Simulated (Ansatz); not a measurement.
# GaN: the cost of one run

Program: Ansatz 0.2.0. Level of theory: DFT r2SCAN, scalar-relativistic, plane waves, PAW. These are calculated values, not measurements.

The COD entry's cell or inner coordinates are ideal or old and differ from later refinements, so a difference from it is no clean test against experiment.

### 1 Starting point

The structure is hexagonal, space group P6_3mc (No. 186). Conventional cell: a = 3.180 Å, b = 3.180 Å, c = 5.166 Å, α = 90.00°, β = 90.00°, γ = 120.00°. Ga (site symmetry 3m) has 4 N at 1.94 to 1.95 Å as nearest neighbours. N (site symmetry 3m) is surrounded by 4 Ga at 1.94 to 1.95 Å.

Coordinates:

```cif
data_structure
_symmetry_space_group_name_H-M 'P 1'
_symmetry_Int_Tables_number 1
_cell_length_a 3.1800
_cell_length_b 3.1800
_cell_length_c 5.1660
_cell_angle_alpha 90.000
_cell_angle_beta 90.000
_cell_angle_gamma 120.000
_cell_volume 45.24
loop_
_atom_site_label
_atom_site_type_symbol
_atom_site_fract_x
_atom_site_fract_y
_atom_site_fract_z
_atom_site_occupancy
Ga1 Ga 0.33333 0.66667 0.00000 1
Ga2 Ga 0.66667 0.33333 0.50000 1
N1 N 0.33333 0.66667 0.37500 1
N2 N 0.66667 0.33333 0.87500 1
```

No relaxation comes first: the listed cell is the starting point.

### 2 Zero of energy

Reference values: F = -8352.7719 eV; pressure 1.08 GPa; largest force 0.142 eV/Å; gap on the mesh 2.38 eV. It was computed beforehand with the settings of the runs below.

### 3 Next: a sublattice displacement scan

Every Ga atom is moved by x along the Cartesian unit vector (-0.502, -0.290, -0.815); the cell and all other atoms stay fixed. Forces below are components along that vector, summed over the moved atoms.

### 4 Point x = -0.200 Å

input.yaml

```yaml
crystal:
  lattice:
    - [3.1799996605, 0.0, 0.0]
    - [-1.5899998303, 2.75396049, 0.0]
    - [0.0, 0.0, 5.166]
  atoms:
    - { symbol: Ga, position: [0.3754073278, 0.6877036639, 0.0315554958] }
    - { symbol: Ga, position: [0.7087406611, 0.3543703306, 0.5315554958] }
    - { symbol: "N", position: [0.3333333333, 0.6666666667, 0.375] }
    - { symbol: "N", position: [0.6666666667, 0.3333333333, 0.875] }
basis:
  ecutwfc: 500
kpoints:
  mp_grid: { grid: [12, 12, 6] }
hamiltonian:
  xc: r2scan
scf:
  occupations: { method: gaussian, width: 0.05 }
output:
  forces: true
  stress: true
  eigenvalues: true
  write_density: true
  write_potential: true
  elf: true
  volumetric_format: npy
```

Command:

```
$ ansatz run input.yaml --threads 1 --pin off --max-ram 2560MiB --backend cpu --events-out ev --progress --plain --runs-dir out
```

What time and memory should one allow on 1 thread of Arm Neoverse V2, shared host?

About 59 s, with a peak of 0.63 GiB.
